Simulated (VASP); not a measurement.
A run of VASP 6.6.1 is set up as follows.

File POSCAR:

```
Te2Mo
1.0
    3.5182000000      0.0000000000      0.0000000000
   -1.7591000000      3.0468505800      0.0000000000
    0.0000000000      0.0000000000     13.9736000000
Te Mo
4 2
Direct
    0.3333333300      0.6666666700      0.6210000000
    0.6666666700      0.3333333300      0.1210000000
    0.3333333300      0.6666666700      0.8790000000
    0.6666666700      0.3333333300      0.3790000000
    0.3333333300      0.6666666700      0.2500000000
    0.6666666700      0.3333333300      0.7500000000
```

The input INCAR.step1:

```
ALGO     = Normal         # electronic algorithm
EDIFF    = 1E-8           # SCF threshold, eV
EDIFFG   = -0.002         # ionic threshold
ENCUT    = 600            # plane-wave cutoff, eV
GGA      = CA             # functional
IBRION   = 2              # ionic algorithm
ISIF     = 3              # what is computed and relaxed
ISMEAR   = 0              # smearing method
LASPH    = True           # aspherical terms in the spheres
LCHARG   = False          # write CHGCAR
LREAL    = False          # projectors in reciprocal space
LWAVE    = False          # write WAVECAR
NELM     = 60             # most SCF steps
NSW      = 40             # ionic steps
PREC     = Accurate       # precision mode
SIGMA    = 0.02           # smearing width, eV
```

File INCAR.step2:

```
ALGO     = Normal         # electronic algorithm
EDIFF    = 1E-8           # SCF threshold, eV
ENCUT    = 600            # plane-wave cutoff, eV
GGA      = CA             # functional
IBRION   = 6              # ionic algorithm
ISIF     = 2              # what is computed and relaxed
ISMEAR   = 0              # smearing method
LASPH    = True           # aspherical terms in the spheres
LCHARG   = False          # write CHGCAR
LREAL    = False          # projectors in reciprocal space
LWAVE    = False          # write WAVECAR
NELM     = 60             # most SCF steps
NFREE    = 2            
NSW      = 1              # ionic steps
POTIM    = 0.015          # step
PREC     = Accurate       # precision mode
SIGMA    = 0.02           # smearing width, eV
```

KPOINTS

```
k-points
0
Gamma
  7 7 2
```

Potentials or basis: VASP PAW LDA potentials, release 64 (Te, Mo_sv).

The run is started by

```console
$ cat potpaw_LDA.64/Te/POTCAR potpaw_LDA.64/Mo_sv/POTCAR > POTCAR
$ cp INCAR.step1 INCAR
$ mpirun -np 1 vasp_std > vasp.out
$ cp CONTCAR POSCAR
$ cp INCAR.step2 INCAR
$ mpirun -np 1 vasp_std > vasp.out
```

Task: Predict the highest phonon frequency at Γ, LO-TO splitting left out.

Result: 296 cm⁻¹.

Task: Estimate the relaxed volume.

Result: 23.99 Å³/atom.

Task: Estimate the space group after relaxing (to 0.05 Å).

Result: P6_3/mmc (No. 194).

Task: Predict the relaxed cell.

Result: a = 3.475 Å, b = 3.475 Å, c = 13.768 Å, α = 90.00°, β = 90.00°, γ = 120.00°.

Phonon frequencies in cm⁻¹ (negative: imaginary):
```csv
q point,frequencies
"(0.000, 0.000, 0.000)",0 0 0 29 29 39 119 119 121 121 174 178 239 239 239 239 290 296
```

Spin-orbit coupling is left out, which matters for the levels of Te.
